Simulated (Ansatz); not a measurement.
We consider zinc-blende AlSb, described by PBE-D4 in Ansatz (plane waves, PAW).

Numerical settings: plane-wave cutoff 520 eV, 10×10×10 k mesh, Fermi–Dirac smearing 0.01 eV, scalar-relativistic PAW data made under PBE.

Cell (relaxed at this level):

Space group F-43m (No. 216); a = b = c = 6.1463 Å, α = β = γ = 90.00°

```csv
atom,site,symmetry,x,y,z
Al,4a,-43m,0.0000,0.0000,0.0000
Sb,4d,-43m,0.7500,0.7500,0.7500
```
(The calculation used a cell of 2 atoms; values per cell refer to that cell.)

Question: What does this level give for the width of the whole s-p valence band, smallest direct gap on the k points sampled and bulk modulus B0?

Answer: 
* **width of the whole s-p valence band**: 10.70 eV
* **smallest direct gap on the k points sampled**: 1.57 eV
* **bulk modulus B0**: 54.7 GPa

Measured, for comparison: bulk modulus 58.2 GPa (temperature not stated, not corrected to a static lattice; as tabulated in Toher et al. (2017), arXiv:1611.05714). Computed (rounded) less measured: bulk modulus -6 %.

Spin–orbit coupling is not included; with these elements it can move the gap by several tenths of an eV or more.

Computed values are for the static lattice.

Ansatz is a quantum-chemistry and plane-wave program.
